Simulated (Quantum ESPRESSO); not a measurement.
ZrO2:

```
Zr O
1.0
     0.00000    2.54507    2.54507
     2.54507    0.00000    2.54507
     2.54507    2.54507    0.00000
Zr O
1 2
Direct
  0.00000 0.00000 0.00000
  0.75000 0.75000 0.75000
  0.25000 0.25000 0.25000
```

Measurements of this composition are mostly on another form, of space group No. 14.

Base run:

* Program: Quantum ESPRESSO 7.5
* Functional: PBE
* Potentials or basis: SSSP 1.3 efficiency PBE
* Cutoff: 748 eV
* Density cutoff: 5987 eV
* k mesh: 9 × 9 × 9
* Occupations: fermi-dirac, width 0.05 eV
* Spin: no spin polarisation
* Hubbard terms: Zr d U = 2 eV

Its results: band gap on the k mesh 3.89 eV, indirect (least direct gap 4.29 eV); pressure 5.7 GPa.

Problem. After a change of settings the same cell gave: band gap on the k mesh 4.99 eV, indirect (least direct gap 5.09 eV); pressure 11.3 GPa. Which change was it?
A. hubbard terms from Zr d U = 2 eV to Zr d U = 4 eV
B. hubbard terms from Zr d U = 2 eV to Zr d U = 6 eV
C. hubbard terms from Zr d U = 2 eV to none

Solution. B.

Caveats: an odd mesh through Γ misses points on the zone boundary, where band edges often lie.
